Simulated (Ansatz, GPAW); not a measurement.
# CuO: 3 runs at one level of theory

```
Cu O
1.0
     1.99097   -2.15355    0.00000
     1.99097    2.15355    0.00000
     0.00000    0.00000    5.15593
Cu O
2 2
Direct
  0.50000 0.00000 0.00000
  0.00000 0.50000 0.50000
  0.50000 0.50000 0.25000
  0.50000 0.50000 0.75000
```

Measurements of this composition are mostly on another form, of space group No. 15.

Alike in all runs: task single point; functional PBEsol; k mesh 9 × 9 × 5; occupations fermi-dirac, width 0.05 eV; no spin polarisation; no spin-orbit coupling. Pressure is positive in compression and, in plane waves, holds the error of the finite cutoff, which Ansatz's Pulay term estimates and takes out.

| program and potentials | plane-wave cutoff (eV) | notes | pressure (GPa) |
| --- | --- | --- | --- |
| Ansatz, Ansatz PAW | 420 | potentials made for PBE, which Ansatz adapts in part; 12.5 valence electrons an atom on average; Pulay term of +0.68 GPa included | -6.04 |
| GPAW, PAW data sets generated for this functional | 800 | 8.5 valence electrons an atom on average; this data set often lies off other programs | -3.66 |
| Ansatz, all-electron LAPW, scalar-relativistic | - | - | -6.04 |

The pressure spans -6.04 (Ansatz, Ansatz PAW) to -3.66 GPa (GPAW, PAW data sets generated for this functional), with all-electron results at -6.04.

Differences between rows come from potentials, basis sets and numerical settings, since the functional is the same but for its coding. Runs on potential files found faulty are left out.
